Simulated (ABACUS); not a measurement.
Crystal: Sb.

```xyz
2
Lattice="2.1542 1.2437 3.7580 -2.1542 1.2437 3.7580 0.0000 -2.4875 3.7580" Properties=species:S:1:pos:R:3 pbc="T T T"
Sb    0.0000    0.0000    8.6416
Sb    0.0000    0.0000    2.6324
```

| Quantity | Value |
| --- | --- |
| Program | ABACUS 3.10.1 |
| Task | single point |
| Functional | PBEsol |
| Potentials or basis | PseudoDojo NC SR 0.4.1 PBEsol standard |
| Cutoff | 1102 eV |
| Density cutoff | 4408 eV |
| Basis | plane waves |
| k mesh | 8 × 8 × 8 |
| Occupations | fermi-dirac, width 0.05 eV |
| Spin | no spin polarisation |

On this cell: pressure 0.0 GPa; largest force 0.128 eV/Å; band gap on the k mesh none (metal or under the smearing width).

The same run follows on a disturbed copy (atoms moved at random, drawn with an rms of 0.05 Å):

```
Sb
1.0
     2.15420    1.24373    3.75800
    -2.15420    1.24373    3.75800
     0.00000   -2.48746    3.75800
Sb
2
Direct
  0.76764 0.75507 0.76479
  0.25004 0.22744 0.22232
```

Task: What changes?

Result: The energy (extrapolated to zero smearing) moves by +0.9 meV/atom; pressure -0.5 GPa; largest force 0.109 eV/Å; band gap on the k mesh none (metal or under the smearing width).

Forces on the atoms (eV/Å):
```
Sb   0.050  0.087  0.041
Sb  -0.050 -0.087 -0.041
```

Stress tensor (GPa, compression positive):
```
-0.14  0.13 -0.24
 0.13 -0.34 -0.46
-0.24 -0.46 -1.05
```
